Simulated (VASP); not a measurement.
# Ta (Im-3m) in VASP: a series of runs

The runs below take Ta through relaxation of cell and atoms, with PBEsol.

Everything below comes from runs of VASP 6.6.1. Logs are shortened: lines on timing, memory, paths and dates and some standing lists are left out, and cuts for length are marked.

### 1 The crystal as given

It takes space group Im-3m (No. 229, cubic). The conventional cell has a = 3.303 Å, b = 3.303 Å, c = 3.303 Å, α = 90.00°, β = 90.00°, γ = 90.00°. Around Ta (site symmetry m-3m) lie 8 Ta at 2.86 Å.

### 2 Relaxation of cell and atoms, PBEsol, target pressure 50.2 GPa, at which the enthalpy is minimised

Contents of INCAR:

```
SYSTEM = Ta
ALGO = Normal
EDIFF = 1E-6
EDIFFG = -0.005
ENCUT = 600
GGA = PS
IBRION = 2
ISIF = 3
ISMEAR = -1
LASPH = .TRUE.
LCHARG = .FALSE.
LREAL = .FALSE.
LWAVE = .FALSE.
NELM = 100
NSW = 60
PREC = Accurate
PSTRESS = 502.0
SIGMA = 0.05
```

Contents of KPOINTS:

```
k-points
0
G
  23 23 23
  0 0 0
```

Contents of POSCAR:

```
Ta
1.0
   -1.6515000000      1.6515000000      1.6515000000
    1.6515000000     -1.6515000000      1.6515000000
    1.6515000000      1.6515000000     -1.6515000000
Ta
1
Direct
    0.0000000000      0.0000000000      0.0000000000
```

Potentials or basis: VASP PAW PBE potentials, release 64 (Ta_pv).

Launch:

```console
> cat potpaw_PBE.64/Ta_pv/POTCAR > POTCAR
> mpirun -np 1 vasp_std > vasp.out
```

OUTCAR:

```text
SYSTEM = Ta
   EDIFF = 1E-6
   EDIFFG = -0.005
   ENCUT = 600
   GGA = PS
   IBRION = 2
   ISIF = 3
   ISMEAR = -1
   LASPH = .TRUE.
   LREAL = .FALSE.
   NELM = 100
   NSW = 60
   PREC = Accurate
   PSTRESS = 502.0

 ion  position               nearest neighbor table
   1  0.000  0.000  0.000-

  LATTYP: Found a body centered cubic cell.
 ALAT       =     3.3030000000

  Lattice vectors:

 A1 = (  -1.6515000000,   1.6515000000,   1.6515000000)
 A2 = (   1.6515000000,  -1.6515000000,   1.6515000000)
 A3 = (   1.6515000000,   1.6515000000,  -1.6515000000)

Analysis of symmetry for initial positions (statically):
=====================================================================
 Subroutine PRICEL returns:
 Original cell was already a primitive cell.

 Routine SETGRP: Setting up the symmetry group for a
 body centered cubic supercell.

 Subroutine GETGRP returns: Found 48 space group operations
 (whereof 48 operations were pure point group operations)
 out of a pool of 48 trial point group operations.

The static configuration has the point symmetry O_h .

Analysis of symmetry for dynamics (positions and initial velocities):
=====================================================================
 Subroutine PRICEL returns:
 Original cell was already a primitive cell.

 Routine SETGRP: Setting up the symmetry group for a
 body centered cubic supercell.

 Subroutine GETGRP returns: Found 48 space group operations
 (whereof 48 operations were pure point group operations)
 out of a pool of 48 trial point group operations.

The dynamic configuration has the point symmetry O_h .

 Subroutine INISYM returns: Found 48 space group operations
 (whereof 48 operations are pure point group operations),
 and found     1 'primitive' translations

----------------------------------------------------------------------------------------

                                     Primitive cell

  volume of cell :      18.0175

  direct lattice vectors                    reciprocal lattice vectors
    -1.651500000  1.651500000  1.651500000     0.000000000  0.302755071  0.302755071
     1.651500000 -1.651500000  1.651500000     0.302755071  0.000000000  0.302755071
     1.651500000  1.651500000 -1.651500000     0.302755071  0.302755071  0.000000000

  length of vectors
     2.860481909  2.860481909  2.860481909     0.428160328  0.428160328  0.428160328

  position of ions in fractional coordinates (direct lattice)
     0.000000000  0.000000000  0.000000000

  ion indices of the primitive-cell ions
   primitive index   ion index
                 1           1

[... 92 lines left out ...]
  volume/ion in A,a.u.               =      18.02       121.59
  Fermi-wavevector in a.u.,A,eV,Ry     =   1.388802  2.624456 26.242541  1.928772
  Thomas-Fermi vector in A             =   2.512894
   LORBIT       =      0    0 simple, 1 ext, 2 COOP (PROOUT), +10 PAW based schemes
   GGA     = PS    functional components
   LHFCALC =     F    Hartree Fock is set to
   AEXX    =    0.0000 exact exchange contribution
   IVDW    =     0    specifies the selected vdW correction
   LEPSILON=     F    determine dielectric tensor
   LRPA    =     F    only Hartree local field effects (RPA)
 conjugate gradient relaxation of ions
 non-spin polarized calculation
  energy-cutoff  :      600.00
  volume of cell :       18.02
 maximum number of plane-waves:       617
   NGX = 11   NGY = 11   NGZ = 11

--------------------------------------- Ionic step        1  -------------------------------------------

 number of electron      11.0000002 magnetization

 Free energy of the ion-electron system (eV)
  ---------------------------------------------------
  ext. energy  EPLUGINS =         0.00000000
  ---------------------------------------------------
  free energy    TOTEN  =       -12.55310791 eV

  energy without entropy =      -12.54277135  energy(sigma->0) =      -12.54793963

------------------------ aborting loop because EDIFF is reached ----------------------------------------

  FORCE on cell =-STRESS in cart. coord.  units (eV):
  Direction    XX          YY          ZZ          XY          YZ          ZX
  --------------------------------------------------------------------------------------
  -------------------------------------------------------------------------------------
  Total       -0.4154455     -0.4154455     -0.4154455      0.0000000      0.0000000      0.0000000
  in kB      -36.9427272    -36.9427272    -36.9427272      0.0000000      0.0000000      0.0000000
  external PRESSURE =    -538.9427272 kB  Pullay stress =     502.0000000 kB
[... 24 lines left out ...]
--------------------------------------- Ionic step        2  -------------------------------------------

 number of electron      11.0000001 magnetization

 E-fermi :  20.1435     XC(G=0): -18.9954

 val. band max:       20.1242840534   @ k =   0.2609   0.2609   0.1739
 cond. band min:      20.1503151399   @ k =  -0.2174   0.2609   0.1739
 fundamental gap:      0.0260310865
 Fermi energy:        20.1434804951

 k-point     1 :       0.0000    0.0000    0.0000
  band No.  band energies     occupation
      1     -10.4930      2.00000
      2     -10.4930      2.00000
      3     -10.4930      2.00000
      4      12.7183      2.00000
      5      16.1481      2.00000
      6      16.1481      2.00000
      7      16.1481      2.00000
      8      24.2818      0.00000
      9      24.2818      0.00000
[... 345 lines left out ...]
  energy  without entropy=      -12.3609403506  energy(sigma->0) =      -12.36592917

  enthalpy is  TOTEN    =        -7.4669893309 eV   P V=        4.9039286572

[... ionic steps 4 to 14 ...]

--------------------------------------- Ionic step       15  -------------------------------------------

 number of electron      10.9999999 magnetization

------------------------ aborting loop because EDIFF is reached ----------------------------------------
[... 69 lines left out ...]
--------------------------------------- Ionic step       17  -------------------------------------------

 number of electron      10.9999999 magnetization

 Free energy of the ion-electron system (eV)
  ---------------------------------------------------
  ext. energy  EPLUGINS =         0.00000000
  ---------------------------------------------------
  free energy    TOTEN  =       -12.16692508 eV

  energy without entropy =      -12.15875512  energy(sigma->0) =      -12.16284010

 E-fermi :   7.0025     XC(G=0): -13.7492

 val. band max:        7.0010527318   @ k =   0.0870   0.0870   0.0000
 cond. band min:       7.0104898408   @ k =  -0.1739   0.2174   0.1304
 fundamental gap:      0.0094371090
 Fermi energy:         7.0025137273

 k-point     1 :       0.0000    0.0000    0.0000
  band No.  band energies     occupation
      1     -25.2402      2.00000
      2     -25.2402      2.00000
      3     -25.2402      2.00000
      4      -1.6204      2.00000
      5       7.6562      0.00000
      6       7.6562      0.00000
      7       7.6562      0.00000
      8      11.6589      0.00000
      9      11.6589      0.00000
[... 308 lines left out ...]
  energy  without entropy=      -12.1587551172  energy(sigma->0) =      -12.16284010

  enthalpy is  TOTEN    =        -7.5148781466 eV   P V=        4.6520469351

 reached required accuracy - stopping structural energy minimisation
```

Run time: 1.8 min. Hardware: 1 thread of Intel Xeon 6975P-C (Granite Rapids), shared host; peak memory 0.23 GiB.

Results:

* Free energy: -12.1669 eV
* Relaxed volume: 14.85 Å³/atom
* Relaxed cell: a = 2.682 Å, b = 2.682 Å, c = 2.682 Å, α = 109.47°, β = 109.47°, γ = 109.47°
* Space group after relaxing (to 0.05 Å): Im-3m (No. 229)
* Energy change on relaxing (the enthalpy is what falls): +386.2 meV/atom
* Ionic steps: 17
* Pressure after relaxing: 50.2 GPa
* Band gap on the k mesh: none (metal or under the smearing width)

The path:
```tsv
step	energy change (eV)	largest force (eV/Å)	pressure (GPa)	volume (Å³)
1	0.0000	0.0000	-3.69	18.02
2	23.6946	0.0000	1664.37	6.38
3	0.1822	0.0000	31.85	15.65
4	0.2541	0.0000	38.78	15.32
5	0.3909	0.0000	50.59	14.83
6	0.3723	0.0000	49.06	14.89
7	0.3733	0.0000	49.13	14.89
8	0.3764	0.0000	49.39	14.88
9	0.3764	0.0000	49.40	14.88
10	0.3766	0.0000	49.40	14.88
11	0.3768	0.0000	49.40	14.88
12	0.3773	0.0000	49.41	14.88
13	0.3783	0.0000	49.54	14.87
14	0.3802	0.0000	49.71	14.87
15	0.3842	0.0000	50.03	14.85
16	0.3921	0.0000	50.70	14.83
17	0.3862	0.0000	50.23	14.85
```

Final structure:
```
CELL_PARAMETERS angstrom
-1.54833 1.54833 1.54833
1.54833 -1.54833 1.54833
1.54833 1.54833 -1.54833
ATOMIC_POSITIONS crystal
Ta 0.00000 0.00000 0.00000
```

Caveat: the cell is relaxed towards a set pressure, so the enthalpy falls and the energy may rise; the volume moved by over 15 % at a fixed basis, so the end points are rough; the PAW data sets were made with another functional, which shifts forces and pressure a little.

### 3 Relaxation of cell and atoms, PBEsol, target pressure 79.9 GPa, at which the enthalpy is minimised

Edit INCAR of step 2 so:

```diff
@@ -16,3 +16,3 @@
 PREC = Accurate
-PSTRESS = 502.0
+PSTRESS = 799.0
 SIGMA = 0.05
```

KPOINTS is that of step 2.

POSCAR is that of step 2.

Potentials or basis: VASP PAW PBE potentials, release 64 (Ta_pv).

Launch:

```console
> cat potpaw_PBE.64/Ta_pv/POTCAR > POTCAR
> mpirun -np 1 vasp_std > vasp.out
```

OUTCAR:

```text
SYSTEM = Ta
   EDIFF = 1E-6
   EDIFFG = -0.005
   ENCUT = 600
   GGA = PS
   IBRION = 2
   ISIF = 3
   ISMEAR = -1
   LASPH = .TRUE.
   LREAL = .FALSE.
   NELM = 100
   NSW = 60
   PREC = Accurate
   PSTRESS = 799.0

 ion  position               nearest neighbor table
   1  0.000  0.000  0.000-

  LATTYP: Found a body centered cubic cell.
 ALAT       =     3.3030000000

  Lattice vectors:

 A1 = (  -1.6515000000,   1.6515000000,   1.6515000000)
 A2 = (   1.6515000000,  -1.6515000000,   1.6515000000)
 A3 = (   1.6515000000,   1.6515000000,  -1.6515000000)

Analysis of symmetry for initial positions (statically):
=====================================================================
 Subroutine PRICEL returns:
 Original cell was already a primitive cell.

 Routine SETGRP: Setting up the symmetry group for a
 body centered cubic supercell.

 Subroutine GETGRP returns: Found 48 space group operations
 (whereof 48 operations were pure point group operations)
 out of a pool of 48 trial point group operations.

The static configuration has the point symmetry O_h .

Analysis of symmetry for dynamics (positions and initial velocities):
=====================================================================
 Subroutine PRICEL returns:
 Original cell was already a primitive cell.

 Routine SETGRP: Setting up the symmetry group for a
 body centered cubic supercell.

 Subroutine GETGRP returns: Found 48 space group operations
[... 157 lines left out ...]
  -------------------------------------------------------------------------------------
  Total       -0.4154455     -0.4154455     -0.4154455      0.0000000      0.0000000      0.0000000
  in kB      -36.9427272    -36.9427272    -36.9427272      0.0000000      0.0000000      0.0000000
  external PRESSURE =    -835.9427272 kB  Pullay stress =     799.0000000 kB
[... 24 lines left out ...]
--------------------------------------- Ionic step        2  -------------------------------------------

 number of electron      11.0000000 magnetization

 E-fermi :  38.5677     XC(G=0): -24.7612

 val. band max:       38.5653096288   @ k =   0.3043   0.2609   0.0435
 cond. band min:      38.5842034373   @ k =  -0.3913   0.3913   0.1739
 fundamental gap:      0.0188938085
 Fermi energy:        38.5677242069

 k-point     1 :       0.0000    0.0000    0.0000
  band No.  band energies     occupation
      1       9.2474      2.00000
      2       9.2474      2.00000
      3       9.2474      2.00000
      4      30.8968      2.00000
      5      30.8968      2.00000
      6      30.8968      2.00000
      7      40.6194      0.00000
      8      40.6194      0.00000
      9      57.4495      0.00000
[... 534 lines left out ...]
--------------------------------------- Ionic step        9  -------------------------------------------

 number of electron      11.0000001 magnetization

 Free energy of the ion-electron system (eV)
  ---------------------------------------------------
  ext. energy  EPLUGINS =         0.00000000
  ---------------------------------------------------
  free energy    TOTEN  =       -11.77214461 eV

  energy without entropy =      -11.76541464  energy(sigma->0) =      -11.76877962

 E-fermi :   7.6713     XC(G=0): -14.1284

 val. band max:        7.6644679008   @ k =  -0.3913  -0.4348   0.2174
 cond. band min:       7.6733162091   @ k =  -0.2174   0.2174   0.1304
 fundamental gap:      0.0088483083
 Fermi energy:         7.6712629172

 k-point     1 :       0.0000    0.0000    0.0000
  band No.  band energies     occupation
      1     -24.3064      2.00000
      2     -24.3064      2.00000
      3     -24.3064      2.00000
      4      -1.1637      2.00000
      5       8.2536      0.00002
      6       8.2536      0.00002
      7       8.2536      0.00002
      8      12.5374      0.00000
      9      12.5374      0.00000
[... 308 lines left out ...]
  energy  without entropy=      -11.7654146356  energy(sigma->0) =      -11.76877962

  enthalpy is  TOTEN    =        -4.8584300510 eV   P V=        6.9137145632

 reached required accuracy - stopping structural energy minimisation
```

OSZICAR:

```text
N       E                     dE             d eps       ncg     rms          rms(c)
DAV:   1     0.507325781270E+02    0.50733E+02   -0.71055E+03  6552   0.130E+03
DAV:   2    -0.122987991177E+02   -0.63031E+02   -0.62179E+02  8273   0.262E+02
DAV:   3    -0.130616097547E+02   -0.76281E+00   -0.73540E+00  7569   0.284E+01
[... 74 lines left out ...]
DAV:   1    -0.117730803743E+02    0.26825E-01   -0.32926E-02  6675   0.279E+00    0.363E-01
DAV:   2    -0.117723304469E+02    0.74993E-03   -0.90821E-04  6723   0.421E-01    0.130E-01
DAV:   3    -0.117721394424E+02    0.19100E-03   -0.55629E-04  6768   0.318E-01    0.413E-02
DAV:   4    -0.117721445533E+02   -0.51109E-05   -0.82435E-06  7930   0.329E-02    0.393E-03
DAV:   5    -0.117721446142E+02   -0.60877E-07   -0.50177E-07  3511   0.927E-03
   9 F= -.48584301E+01 E0= -.48550651E+01  d E =-.204660E-04
```

CONTCAR:

```text
Ta
   1.00000000000000
    -1.5133466477546347    1.5133466477546347    1.5133466477546347
     1.5133466477546347   -1.5133466477546347    1.5133466477546347
     1.5133466477546347    1.5133466477546347   -1.5133466477546347
  Ta
     1
Direct
     0.0000000000000000    0.0000000000000000    0.0000000000000000

  0.00000000E+00  0.00000000E+00  0.00000000E+00
```

It took 91 s on 1 thread of Intel Xeon 6975P-C (Granite Rapids), shared host; peak memory 0.27 GiB.

What came out:

```
Free energy                                            : -11.7721 eV
Relaxed volume                                         : 13.86 Å³/atom
Relaxed cell                                           : a = 2.621 Å, b = 2.621 Å, c = 2.621 Å, α = 109.47°, β = 109.47°, γ = 109.47°
Space group after relaxing (to 0.05 Å)                 : Im-3m (No. 229)
Energy change on relaxing (the enthalpy is what falls) : +781.0 meV/atom
Ionic steps                                            : 9
Pressure after relaxing                                : 79.9 GPa
Band gap on the k mesh                                 : none (metal or under the smearing width)
```

Step by step:
```csv
step,energy change (eV),largest force (eV/Å),pressure (GPa),volume (Å³)
1,0.0000,0.0000,-3.69,18.02
2,149.3953,0.0000,16612.47,2.94
3,0.0025,0.0000,5.08,17.29
4,0.0366,0.0000,13.54,16.70
5,0.9724,0.0000,93.12,13.51
6,0.7510,0.0000,77.79,13.92
7,0.7879,0.0000,80.38,13.85
8,0.7532,0.0000,77.94,13.92
9,0.7810,0.0000,79.90,13.86
```

Final structure:
```yaml
crystal:
  lattice:
    - [-1.51335, 1.51335, 1.51335]
    - [1.51335, -1.51335, 1.51335]
    - [1.51335, 1.51335, -1.51335]
  atoms:
    - { symbol: Ta, position: [0.00000, 0.00000, 0.00000] }
```

Caveat: the cell is relaxed towards a set pressure, so the enthalpy falls and the energy may rise; the volume moved by over 15 % at a fixed basis, so the end points are rough; the PAW data sets were made with another functional, which shifts forces and pressure a little.
